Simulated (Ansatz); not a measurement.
The system is AlO.

```
Al O
1.0
     2.76919    0.00000    0.00000
     0.00000    2.76919    0.00000
     0.00000    0.00000    2.76919
Al O
1 1
Direct
  0.50000 0.50000 0.50000
  0.00000 0.00000 0.00000
```

The cell was built by a generator and needn't be a form met in nature.

- Program: Ansatz 0.2.0
- Task: relaxation of cell and atoms
- Functional: HSEsol
- Potentials or basis: Ansatz PAW
- Cutoff: 420 eV (not typed: the program's choice for these potentials)
- k mesh: 5 × 5 × 5
- Occupations: fermi-dirac, width 0.05 eV
- Spin: no spin polarisation

At the start: volume 10.62 Å³/atom.

Question: How do energy, volume and symmetry change on relaxing?

Answer: It ends after 7 steps and the volume is 9.99 Å³/atom (-6.0 %); space group Pm-3m (No. 221, to 0.05 Å).

Step by step:
```
step  energy change (eV)  largest force (eV/Å)  volume (Å³)
   1              0.0000                0.0000        21.24
   2             -0.0368                0.0000        20.25
   3             -0.0392                0.0000        19.98
   4             -0.0392                0.0000        20.00
   5             -0.0367                0.0000        20.00
   6             -0.0368                0.0000        19.97
   7             -0.0365                0.0000        19.97
```

Final structure:
```
Al O
1.0
     2.71308    0.00000    0.00000
     0.00000    2.71308    0.00000
     0.00000    0.00000    2.71308
Al O
1 1
Direct
  0.50000 0.50000 0.50000
  0.00000 0.00000 0.00000
```

Caveat: the k mesh is coarse (spacing up to 0.45 Å⁻¹), so the values aren't converged, least of all with exact exchange; the plane-wave basis is chosen anew once the cell has moved, so the energies of steps on either side of that aren't comparable; the pressure holds a Pulay correction of +0.5 GPa for the finite cutoff; an odd number of electrons without spin polarisation forces a metal; a magnetic or distorted state may lie lower; the PAW data sets come from PBE, with cores solved anew for the run's functional, which leaves a small shift of forces and pressure.
